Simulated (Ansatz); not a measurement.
Al2O3 (corundum), relaxed with r2SCAN in Ansatz: the symmetry is R-3c (No. 167, trigonal); a = 4.759 Å, c = 12.995 Å in the conventional setting, 8.49 Å³ an atom. Al is surrounded by 6 O at 1.86–1.97 Å; O is surrounded by 4 Al at 1.86–1.97 Å. The primitive cell holds 10 atoms in 84.95 Å³. No spin polarisation and no zero-point or thermal motion.

Computed values: PBE gives a gap of 6.24 eV and PBE0 (25 % exact exchange) 8.86 eV; one over PBE's mean ε∞ is 0.309. HSE06 (4×4×4) gives a least gap of 8.11 eV, direct. PBEsol's static dielectric constant, on its own cell and averaged over directions, is 10.4.

Q: What is the density?

A: The cell holds 4 Al, 6 O: M = 4×26.982 + 6×15.999 = 203.92 u in V = 84.95 Å³. ρ = 1.66054 × M/V = 1.66054 × 203.92/84.95 = 3.986 g/cm³, for the static r2SCAN lattice.

Q: Taking the gap as linear in the share of unscreened exchange, estimate the gap of the hybrid whose share is 1/ε∞.

A: The slope is (8.86 − 6.24)/0.25 = 10.48 eV per unit share, so E_g ≈ 6.24 + 10.48 × 0.309 = 9.48 eV. The run with that share gives 9.49 eV (4×4×4 mesh), +0.01 eV from the straight line.

Q: At what wavelength does absorption set in by HSE06, excitons left aside?

A: λ = 1239.84 eV nm/E: 153 nm for the least gap. That lies in the ultraviolet, so by this gap the crystal is transparent to visible light.

Q: As a gate dielectric 4 nm thick, what equivalent oxide thickness and capacitance would it have, with 3.9 for amorphous SiO₂?

A: EOT = t × 3.9/κ = 4 × 3.9/10.4 = 1.50 nm; C/A = ε₀κ/t = 8.854 × 10.4/4 = 23.0 fF/µm². This takes the ideal crystal's mean κ, without interface layers; the tensor is anisotropic (9.7, 9.7, 11.8), so an oriented film differs.

The meshes of the hybrids are coarse, so their gaps aren't converged to the digits shown.
